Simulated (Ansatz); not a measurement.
**YN (Fm-3m): how far a G0W0 gap depends on its settings**

Aim: test how the G0W0 gap of the published phase of YN (Fm-3m) moves with the number of bands, the screening cutoff and the other choices.

Program: Ansatz 0.2.0. G0W0, plane waves. No spin polarisation and no zero-point or thermal motion.

### 1 The structure to begin with

The cell was relaxed beforehand with r2SCAN.

Space group Fm-3m (No. 225), cubic; conventional cell a = 4.896 Å, 14.67 Å³ an atom. Near Y stand 6 N at 2.45 Å; near N stand 6 Y at 2.45 Å.

The structure in full:

```cif
data_structure
_symmetry_space_group_name_H-M 'Fm-3m'
_symmetry_Int_Tables_number 225
_cell_length_a 4.8961
_cell_length_b 4.8961
_cell_length_c 4.8961
_cell_angle_alpha 90.000
_cell_angle_beta 90.000
_cell_angle_gamma 90.000
_cell_volume 117.37
loop_
_atom_site_label
_atom_site_type_symbol
_atom_site_symmetry_multiplicity
_atom_site_Wyckoff_symbol
_atom_site_fract_x
_atom_site_fract_y
_atom_site_fract_z
_atom_site_occupancy
Y1 Y 4 a 0.00000 0.00000 0.00000 1
N1 N 4 b 0.50000 0.00000 0.00000 1
```

### 2 47 empty bands, 80 eV

Contents of input.yaml:

```yaml
crystal:
  lattice:
    - [0.0, 2.4480479768, 2.4480479768]
    - [2.4480479768, 0.0, 2.4480479768]
    - [2.4480479768, 2.4480479768, 0.0]
  atoms:
    - { symbol: "Y", position: [0.0, 0.0, 0.0] }
    - { symbol: "N", position: [0.5, 0.5, 0.5] }
kpoints:
  mp_grid: { grid: [4, 4, 4] }
hamiltonian:
  xc: pbe
scf:
  occupations: { method: fixed }
gw:
  n_empty_bands: 47
  ecut_chi: 80
  qp_bands: [v2, c2]
  qp_kpoints: band_edges
  screening: { model: contour_deformation }
```

Run with:

```bash
ansatz run input.yaml --threads 4 --pin off --max-ram 5529MiB --backend cpu --events-out ev --progress --plain --runs-dir out
```

### 3 110 empty bands, 140 eV

input.yaml, as its differences from that of step 2:

```diff
@@ -15,4 +15,4 @@
 gw:
-  n_empty_bands: 47
-  ecut_chi: 80
+  n_empty_bands: 110
+  ecut_chi: 140
   qp_bands: [v2, c2]
```

### 4 202 empty bands, 210 eV

input.yaml, as its differences from that of step 3:

```diff
@@ -15,4 +15,4 @@
 gw:
-  n_empty_bands: 110
-  ecut_chi: 140
+  n_empty_bands: 202
+  ecut_chi: 210
   qp_bands: [v2, c2]
```

### 5 Starting from HSE06

input.yaml, as its differences from that of step 4:

```diff
@@ -11,3 +11,3 @@
 hamiltonian:
-  xc: pbe
+  xc: hse06
 scf:
@@ -15,4 +15,4 @@
 gw:
-  n_empty_bands: 202
-  ecut_chi: 210
+  n_empty_bands: 110
+  ecut_chi: 140
   qp_bands: [v2, c2]
```

### 6 Starting from LDA

input.yaml, as its differences from that of step 5:

```diff
@@ -11,3 +11,3 @@
 hamiltonian:
-  xc: hse06
+  xc: lda
 scf:
```

### 7 Starting from r2SCAN

input.yaml, as its differences from that of step 6:

```diff
@@ -11,3 +11,3 @@
 hamiltonian:
-  xc: lda
+  xc: r2scan
 scf:
```

### 8 A plasmon pole in place of the full frequency dependence

input.yaml, as its differences from that of step 7:

```diff
@@ -11,3 +11,3 @@
 hamiltonian:
-  xc: r2scan
+  xc: pbe
 scf:
@@ -19,2 +19,2 @@
   qp_kpoints: band_edges
-  screening: { model: contour_deformation }
+  screening: { model: godby_needs }
```

### 9 A finer mesh, 6×6×6

input.yaml, as its differences from that of step 8:

```diff
@@ -9,3 +9,3 @@
 kpoints:
-  mp_grid: { grid: [4, 4, 4] }
+  mp_grid: { grid: [6, 6, 6] }
 hamiltonian:
@@ -15,6 +15,6 @@
 gw:
-  n_empty_bands: 110
-  ecut_chi: 140
+  n_empty_bands: 47
+  ecut_chi: 80
   qp_bands: [v2, c2]
   qp_kpoints: band_edges
-  screening: { model: godby_needs }
+  screening: { model: contour_deformation }
```

### 10 Norm-conserving pseudopotentials

input.yaml, as its differences from that of step 9:

```diff
@@ -9,5 +9,6 @@
 kpoints:
-  mp_grid: { grid: [6, 6, 6] }
+  mp_grid: { grid: [4, 4, 4] }
 hamiltonian:
   xc: pbe
+  pseudopotentials: { kind: nc }
 scf:
@@ -15,4 +16,4 @@
 gw:
-  n_empty_bands: 47
-  ecut_chi: 80
+  n_empty_bands: 110
+  ecut_chi: 140
   qp_bands: [v2, c2]
```

Q: Predict the outcome of this session. Wanted: for each run, start; potentials; frequencies; empty bands; cutoff; Kohn-Sham gap; G0W0 gap.

**Answer**, as computed:

| start | potentials | frequencies | empty bands | cutoff (eV) | mesh | Kohn-Sham gap (eV) | G0W0 gap (eV) |
| --- | --- | --- | --- | --- | --- | --- | --- |
| PBE | PAW | full | 47 | 80 | 4×4×4 | 0.13 | 0.26 |
| PBE | PAW | full | 110 | 140 | 4×4×4 | 0.13 | 0.44 |
| PBE | PAW | full | 202 | 210 | 4×4×4 | 0.13 | 0.54 |
| HSE06 | PAW | full | 110 | 140 | 4×4×4 | 1.08 | 0.96 |
| LDA | PAW | full | 110 | 140 | 4×4×4 | 0.03 | 0.50 |
| r2SCAN | PAW | full | 110 | 140 | 4×4×4 | 0.53 | 0.60 |
| PBE | PAW | pole | 110 | 140 | 4×4×4 | 0.13 | 0.39 |
| PBE | PAW | full | 47 | 80 | 6×6×6 | 0.18 | 0.37 |
| PBE | NC | full | 110 | 140 | 4×4×4 | 0.13 | 0.44 |

Gaps are those on each run's own mesh.

What this shows: With bands and cutoff raised together, from 47 bands at 80 eV to 202 at 210 eV, the gap moves by +0.28 eV, and on the last rung by +0.10 eV; extrapolated in 1/N from the last two rungs, the limit on this k mesh would lie near 0.7 eV. The starting point matters: against PBE, HSE06 gives +0.51 eV, LDA gives +0.06 eV, r2SCAN gives +0.16 eV. The plasmon pole changes the gap by -0.050 eV. Norm-conserving potentials change it by -0.000 eV. On the finer mesh the quasiparticle shift is +0.19 eV, against +0.13 eV on the coarse one.
